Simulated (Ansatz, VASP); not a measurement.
# One calculation of MgO, two programs

```
CELL_PARAMETERS angstrom
3.11567 0.00000 0.00000
-1.55784 2.69825 0.00000
0.00000 0.00000 7.75000
ATOMIC_POSITIONS crystal
Mg 0.00000 0.50000 0.16667
Mg 0.50000 0.50000 0.83333
Mg 0.50000 0.00000 0.50000
O 0.50000 0.50000 0.33333
O 0.50000 0.00000 0.00000
O 0.00000 0.50000 0.66667
```

Alike in both runs: functional PBE; k mesh 12 × 12 × 4; occupations gaussian, width 0.02 eV; no spin polarisation.

Ansatz relaxed the structure, and its values are those at the end. VASP's run is a single point on that final structure, the one shown.

```csv
,VASP,Ansatz
version,VASP 6.6.1,Ansatz 0.2.0
potentials or method,"VASP PAW PBE potentials, release 64 (Mg, O)","scalar-relativistic, plane waves, PAW"
plane-wave cutoff (eV),520,420
valence electrons in the cell,24,48
```

VASP gave:

```
gap on the k mesh at the Fermi level (eV) : 3.00
least direct gap on the mesh (eV)         : 3.00
pressure (GPa)                            : -0.5
```

Problem. Which values does Ansatz return?

Solution. gap on the k mesh at the Fermi level (eV): 3.02; least direct gap on the mesh (eV): 3.02; pressure (GPa): 0.0.

The functional is the same, so the differences come from potentials, cutoffs and numerics. The two sets of potentials don't hold the same shells in valence.

A k mesh can miss the band edges. As with any semilocal functional, this PBE gap is likely too small.
